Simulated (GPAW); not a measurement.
# ZnS (Wurtzite-2H) (P6_3mc) in GPAW: notebook

Aim: see how the results for ZnS (Wurtzite-2H) move with the level of theory and the settings. Levels: PBE, RPBE+D4, RPBE. Tasks: single point, relaxation of cell and atoms.

Program: GPAW 26.7.0. These are calculated values, not measurements. Logs are shortened: lines on timing, memory, paths and dates and some standing lists are left out, and cuts for length are marked. The log counts tension as positive stress, the text compression.

**Measured values to compare with.**

A printed reference work, monograph reports, for a bulk crystal of ZnS at 4 K: band gap 3.911 eV (direct).

The results are compared with them further down.

### 1 The structure

Symmetry: P6_3mc, No. 186, hexagonal system. The conventional cell has a = 3.811 Å, b = 3.811 Å, c = 6.234 Å, α = 90.00°, β = 90.00°, γ = 120.00°. Zn (site symmetry 3m) is surrounded by 4 S at 2.31 to 2.40 Å. Around S (site symmetry 3m) lie 4 Zn at 2.31 to 2.40 Å.

### 2 Single point, PBE (volume scaled by 1.08)

The input, run.py:

```python
from ase.dft.bandgap import bandgap
from ase.io import read, write
from ase.units import GPa
from gpaw import GPAW, PW

atoms = read('ZnS.cif')

calc = GPAW(mode=PW(450),
            xc='PBE',
            kpts={'size': (6, 6, 4), 'gamma': True},
            occupations={'name': 'fermi-dirac', 'width': 0.01},
            setups={'S': 'v3'},
            nbands=-13,
            convergence={'density': 1e-05, 'energy': 1e-05},
            maxiter=150,
            txt='gpaw.txt')
atoms.calc = calc
energy = atoms.get_potential_energy()
forces = atoms.get_forces()
stress = atoms.get_stress()
calc.write('gs.gpw')
write('result.traj', atoms)
print(f'Energy: {energy:.6f} eV')
print('Forces (eV/A):')
print(forces.round(4))
print('Stress (GPa):', (stress / GPa).round(3))
print('Fermi level:', round(calc.get_fermi_level(), 4), 'eV')
print(f'Gap: {bandgap(calc)[0]:.4f} eV, direct: {bandgap(calc, direct=True)[0]:.4f} eV')
```

The input, ZnS.cif:

```cif
data_ZnS
_cell_length_a 3.91003100
_cell_length_b 3.91003100
_cell_length_c 6.39599403
_cell_angle_alpha 90.00000000
_cell_angle_beta 90.00000000
_cell_angle_gamma 120.00000000
_space_group_name_H-M_alt 'P1'
_space_group_name_Hall 'P 1'
_space_group_IT_number 1
loop_
_space_group_symop_operation_xyz
'x,y,z'
loop_
_atom_site_label
_atom_site_type_symbol
_atom_site_symmetry_multiplicity
_atom_site_Wyckoff_symbol
_atom_site_fract_x
_atom_site_fract_y
_atom_site_fract_z
_atom_site_occupancy
Zn1 Zn 1 a 0.6666666667 0.3333333333 0.5000000000 1
Zn2 Zn 1 a 0.3333333333 0.6666666667 0.0000000000 1
S1 S 1 a 0.6666666667 0.3333333333 0.8850000000 1
S2 S 1 a 0.3333333333 0.6666666667 0.3850000000 1
```

Potentials or basis: GPAW PAW data sets (gpaw-data 1.2.1), newer versions, pw.

Run with:

```
$ OMP_NUM_THREADS=1 python run.py
```

gpaw.txt:

```text
__  _  _
 | _ |_)|_||  |
 |__||  | ||/\| - 26.7.0

Input parameters:
  mode=PW(ecut=450.00000000000006),
  convergence={'density': 1e-05, 'energy': 1e-05},
  kpts=MonkhorstPack(size=(6, 6, 4), gamma=True),
  maxiter=150,
  nbands=-13,
  occupations=Occupations(name='fermi-dirac', width=0.01),
  setups={'S': 'v3'},
  xc=XC(name='PBE')

Diagonalizing LCAO Hamiltonian
Converting LCAO to pw mode

            S

            Zn
        S

        Zn

Atoms  # Å, Bohr magnetons
|   | symbol |         x |        y |        z |    initial magnetic moments |
|---|--------|-----------|----------|----------|-----------------------------|
| 0 |     Zn |  1.955016 | 1.128729 | 3.197997 | ( 0.0000,  0.0000,  0.0000) |
| 1 |     Zn | -0.000000 | 2.257457 | 0.000000 | ( 0.0000,  0.0000,  0.0000) |
| 2 |      S |  1.955016 | 1.128729 | 5.660455 | ( 0.0000,  0.0000,  0.0000) |
| 3 |      S | -0.000000 | 2.257457 | 2.462458 | ( 0.0000,  0.0000,  0.0000) |

Unit cell  # Å
| periodic |         x |        y |        z |  lengths |     angles |
|----------|-----------|----------|----------|----------|------------|
|      yes |  3.910031 | 0.000000 | 0.000000 | 3.910031 |  90.000000 |
|      yes | -1.955015 | 3.386186 | 0.000000 | 3.910031 |  90.000000 |
|      yes |  0.000000 | 0.000000 | 6.395994 | 6.395994 | 120.000000 |

Number of symmetries: 6
Symmetry operations  # r_c * U_cc + t_c -> r_c
|   | kind |            matrix            |
|---|------|------------------------------|
| 0 |  σ   |  1, 1, 0,  0,-1, 0,  0, 0, 1 |
| 1 |  E   |  1, 0, 0,  0, 1, 0,  0, 0, 1 |
| 2 |  C3  |  0, 1, 0, -1,-1, 0,  0, 0, 1 |
| 3 |  σ   |  0,-1, 0, -1, 0, 0,  0, 0, 1 |
| 4 |  σ   | -1, 0, 0,  1, 1, 0,  0, 0, 1 |
| 5 |  C3  | -1,-1, 0,  1, 0, 0,  0, 0, 1 |

BZ-sampling:
  Number of BZ points: 144
  Number of IBZ points: 24

  Monkhorst-Pack size: [6, 6, 4]
  Monkhorst-Pack shift: [0.08333333333333333, 0.08333333333333333, 0.125]

K-points  # in reciprocal-cell coordinates
|     |                                coordinates |     weight |
|-----|--------------------------------------------|------------|
|   0 | (  0.00000000,   0.00000000,   0.00000000) | 0.00694444 |
|   1 | (  0.00000000,   0.00000000,   0.25000000) | 0.01388889 |
|   2 | (  0.00000000,   0.00000000,   0.50000000) | 0.00694444 |
|   3 | (  0.16666667,   0.00000000,  -0.25000000) | 0.04166667 |
|   4 | (  0.16666667,   0.00000000,   0.00000000) | 0.04166667 |
|   5 | (  0.16666667,   0.00000000,   0.25000000) | 0.04166667 |
|   6 | (  0.16666667,   0.00000000,   0.50000000) | 0.04166667 |
|   7 | (  0.33333333,  -0.16666667,   0.00000000) | 0.04166667 |
|   8 | (  0.33333333,  -0.16666667,   0.25000000) | 0.08333333 |
|   9 | (  0.33333333,  -0.16666667,   0.50000000) | 0.04166667 |
| ... |                                            |            |
|  23 | (  0.50000000,   0.50000000,   0.50000000) | 0.02083333 |

Plane wave coefficients: 1846
Cutoff: 450.00000000000006 eV

Spin-components: 1 (collinear spins)
Bands:           31
Projectors:      22
Spin-degeneracy: 2
Datatype:        complex128

Density:
  Valence electrons: 36.0
  Components: 1
  Grid points: [20 20 32]
  Charge: 0.0  # |e|

Potential:
  Grid points: [20 20 32]

species:
  Zn:
    name:    Zinc
    Z:       30.0
    valence: 12
    core:    18
    charge:  0.0  # [|e|]
    compensation charges:
      type: gauss
      rc: 0.37  # [Å]
      lmax: 2
    cutoffs:
      filter: 2.14  # [Å]
      core: 2.28  # [Å]
    projectors
    | kind |    occ | energy [eV] | rcut [Å] |
    |------|--------|-------------|----------|
    |   4s |  2.000 |      -5.977 |    1.286 |
    |   4p |  0.000 |      -1.117 |    1.270 |
    |   3d | 10.000 |     -10.142 |    1.180 |
    |    s |        |      21.234 |    1.286 |
    |    p |        |      26.095 |    1.270 |
    |    d |        |      17.070 |    1.180 |

    Using partial waves for Zn as LCAO basis

  S:
    name:    Sulfur
    Z:       16.0
    valence: 6
    core:    10
    charge:  0.0  # [|e|]
    compensation charges:
      type: gauss
      rc: 0.26  # [Å]
      lmax: 2
    cutoffs:
      filter: 2.13  # [Å]
      core: 1.67  # [Å]
    projectors
    | kind |    occ | energy [eV] | rcut [Å] |
    |------|--------|-------------|----------|
    |   3s |  2.000 |     -17.256 |    1.217 |
    |   3p |  4.000 |      -7.009 |    0.953 |
    |    s |        |       9.955 |    1.217 |
    |    p |        |      20.203 |    0.953 |
    |    d |        |       0.000 |    0.847 |

    Using partial waves for S as LCAO basis

Reference energy: -119439.695635  # eV

eigensolver:
  PPCG
  Converge bands: occupied
  niter=2

density mixing:
  MSR1-Mixer
  Pratt-step length: 0.05
  Maximum mixing coefficient: 0.75
  Old densities: 10
  SVD Regularization: 0.005
  Good broyden scale: 1.0
  Trust region scale: 1.0
  Backstep threshold: 4.0
  History deletion threshold: 6.0
  Fourier metric: weight=20.0, sigma=0.015

occupation numbers:
  Fermi-Dirac:
    width: 0.0100  # eV

poisson solver:
  ecut: 3600.0000000000005  # eV

xc functional:
  name: PBE with 2 nearest neighbor stencil

convergence criteria:
- Maximum integral of absolute [dens]ity change: 1e-05 electrons / valence electron
- Maximum [total energy] change in last 3 cyles: 1e-05 eV / valence electron
- Maximum integral of absolute [eigenst]ate change: 4e-08 eV^2 / valence electron
maximum number of iterations: 150

SCF iterations
|iter     | |      energy | eigst |  dens |
|---------|-|-------------|-------|-------|
|iter:   1| |  -14.460025 | -0.07 |       |
|iter:   2| |  -14.291655 | -1.54 | -1.17 |
|iter:   3| |  -13.706116 | -1.34 | -1.22 |
|iter:   4| |  -13.705325 | -2.54 | -1.78 |
|iter:   5| |  -13.707362 | -3.77 | -2.22 |
|iter:   6| |  -13.707257 | -4.40 | -3.09 |
|iter:   7| |  -13.707291c| -5.09 | -3.51 |
|iter:   8| |  -13.707300c| -6.26 | -3.87 |
|iter:   9| |  -13.707300c| -7.78c| -4.75 |
|iter:  10| |  -13.707300c| -8.42c| -5.04c|

Converged in 10 steps
Energy contributions relative to reference atoms: (reference = -119439.695635)

Energy contributions:
  Kinetic:          16.386720
  Coulomb:         -14.269762
  Zero:             -0.056317
  External:          0.000000
  Xc:              -15.767941
  Entropy:          -0.000000
  Spinorbit:         0.000000
  ----------------------------
  Free energy:     -13.707300
  Extrapolated:    -13.707300

dipole moment: (0.000004, -0.000001, -7.823933)  # |e|*Ang

Fermi level: 3.598
Eigenvalues  # (at kpt = [0.000, 0.000, 0.000])
| band index |      eig [eV] | occ [0-2] |
|------------|---------------|-----------|
|          0 |        -9.703 |     2.000 |
|        ... |               |           |
|         10 |        -2.632 |     2.000 |
|         11 |        -2.483 |     2.000 |
|         12 |        -1.708 |     2.000 |
|         13 |         2.215 |     2.000 |
|         14 |         2.215 |     2.000 |
|         15 |         2.960 |     2.000 |
[... 8 lines left out ...]
|         24 |        10.515 |     0.000 |
|         25 |        11.875 |     0.000 |
|        ... |               |           |
|         30 |        15.127 |     0.000 |

Gap: 1.889 eV
Transition (v -> c):
  (s=0, k=0, n=17, [0.00, 0.00, 0.00]) -> (s=0, k=0, n=18, [0.00, 0.00, 0.00])
No difference between direct/indirect transitions

Forces  # eV/Ang
|        x |        y |        z |
|----------|----------|----------|
| -0.00000 |  0.00000 |  0.24333 |  # Zn   0
|  0.00000 | -0.00000 |  0.24335 |  # Zn   1
| -0.00000 |  0.00000 | -0.24337 |  # S    2
|  0.00000 |  0.00000 | -0.24348 |  # S    3

Stress tensor  # eV/Ang^3
|         x |         y |         z |
|-----------|-----------|-----------|
|  0.017578 | -0.000000 |  0.000000 |
| -0.000000 |  0.017578 | -0.000000 |
|  0.000000 | -0.000000 |  0.024532 |

# Writing to gs.gpw (mode='')
```

It took 25 s on 1 thread of Arm Neoverse V1, shared host; peak memory 0.17 GiB.

Results:

| Item | Value |
| --- | --- |
| Free energy | -13.7073 eV |
| Pressure | -3.2 GPa |
| Largest force | 0.243 eV/Å |
| Band gap on the k mesh | 1.89 eV, direct |

Forces in eV/Å, atoms in the order of the input:
```
Zn   0.000  0.000  0.243
Zn   0.000  0.000  0.243
S    0.000  0.000 -0.243
S    0.000  0.000 -0.243
```

Stress tensor (GPa, compression positive):
```
-2.82  0.00  0.00
 0.00 -2.82  0.00
 0.00  0.00 -3.93
```

Caveat: the cutoff is short for stress and forces, so pressures can be off by a GPa or more.

### 3 Single point, PBE

run.py, as its differences from that of step 2:

```diff
@@ -1,3 +1,4 @@
+from ase import Atoms
 from ase.dft.bandgap import bandgap
-from ase.io import read, write
+from ase.io import write
 from ase.units import GPa
@@ -5,7 +6,15 @@
 
-atoms = read('ZnS.cif')
+atoms = Atoms(['Zn', 'Zn', 'S', 'S'],
+              cell=[[3.811, 0.0, 0.0],
+                    [-1.9055, 3.3004228138, 0.0],
+                    [0.0, 0.0, 6.234]],
+              scaled_positions=[[0.6666666667, 0.3333333333, 0.5],
+                                [0.3333333333, 0.6666666667, 0.0],
+                                [0.6666666667, 0.3333333333, 0.885],
+                                [0.3333333333, 0.6666666667, 0.385]],
+              pbc=True)
 
-calc = GPAW(mode=PW(450),
+calc = GPAW(mode=PW(400),
             xc='PBE',
-            kpts={'size': (6, 6, 4), 'gamma': True},
+            kpts={'size': (7, 7, 4), 'gamma': True},
             occupations={'name': 'fermi-dirac', 'width': 0.01},
```

Potentials or basis: GPAW PAW data sets (gpaw-data 1.2.1), newer versions, pw.

Run with:

```
$ OMP_NUM_THREADS=1 python run.py
```

Run time: 31 s. Hardware: 1 thread of Arm Neoverse V1, shared host; peak memory 0.16 GiB.

These settings aren't checked as converged: the numbers below hold their error.

What came out:

```yaml
Free_energy: -13.6679 eV
Pressure: 1.5 GPa
Largest_force: 0.328 eV/Å
Band_gap_on_the_k_mesh: 2.24 eV, direct
```

Caveat: the cutoff is short for stress and forces, so pressures can be off by a GPa or more.

(Continued in part 2 of 2.)
